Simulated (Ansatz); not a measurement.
# TaN: the cost of one run

Computed with Ansatz 0.2.0 (DFT PBE, scalar-relativistic, unless a step's input says otherwise).

## 1. The system as given

The structure is hexagonal, space group P6_3mc (No. 186). The conventional cell has a = 3.050 Å, b = 3.050 Å, c = 4.940 Å, α = 90.00°, β = 90.00°, γ = 120.00°. Ta (site symmetry 3m) is surrounded by 4 N at 1.85 to 1.90 Å. N (site symmetry 3m) is surrounded by 4 Ta at 1.85 to 1.90 Å.

Structure file:

```cif
data_structure
_symmetry_space_group_name_H-M 'P6_3mc'
_symmetry_Int_Tables_number 186
_cell_length_a 3.0500
_cell_length_b 3.0500
_cell_length_c 4.9400
_cell_angle_alpha 90.000
_cell_angle_beta 90.000
_cell_angle_gamma 120.000
_cell_volume 39.80
loop_
_atom_site_label
_atom_site_type_symbol
_atom_site_symmetry_multiplicity
_atom_site_Wyckoff_symbol
_atom_site_fract_x
_atom_site_fract_y
_atom_site_fract_z
_atom_site_occupancy
Ta1 Ta 2 b 0.33333 0.66667 0.00000 1
N1 N 2 b 0.33333 0.66667 0.38500 1
```

The file gives the conventional cell by its symmetry; the runs use the cell typed in the input.

Atoms are numbered in the order of the input: Ta1, Ta2, N3, N4.

## 2. Volume × 0.94, LAPW

input.yaml

```yaml
crystal:
  lattice:
    - [2.9877386998, 0.0, 0.0]
    - [-1.49386935, 2.587457614, 0.0]
    - [0.0, 0.0, 4.839155377]
  atoms:
    - { symbol: Ta, position: [0.3333333333, 0.6666666667, 0.0] }
    - { symbol: Ta, position: [0.6666666667, 0.3333333333, 0.5] }
    - { symbol: "N", position: [0.3333333333, 0.6666666667, 0.385] }
    - { symbol: "N", position: [0.6666666667, 0.3333333333, 0.885] }
kpoints:
  mp_grid: { grid: [9, 9, 5] }
  band_path:
    path:
      - [0.0, 0.0, 0.0]
      - [0.5, 0.0, 0.0]
      - [0.3333333333, 0.3333333333, 0.0]
      - [0.0, 0.0, 0.0]
      - [0.0, 0.0, 0.5]
      - [0.5, 0.0, 0.5]
      - [0.3333333333, 0.3333333333, 0.5]
      - [0.0, 0.0, 0.5]
      - [0.5, 0.0, 0.5]
    npoints: 5
scf:
  occupations: { method: fermi_dirac, width: 0.01 }
hamiltonian:
  xc: pbe
  pseudopotentials: { kind: all_electron, lapw: { basis_error: 0.001 } }
output:
  forces: true
  stress: true
  eigenvalues: true
```

The run is started by

```console
> ansatz run input.yaml --threads 1 --pin off --max-ram 4096MiB --backend cpu --events-out ev --progress --plain --runs-dir out
```

Q: Estimate wall time and peak memory on 1 thread of Intel Xeon 6975P-C (Granite Rapids), shared host.

About 95 s, with a peak of 0.56 GiB.
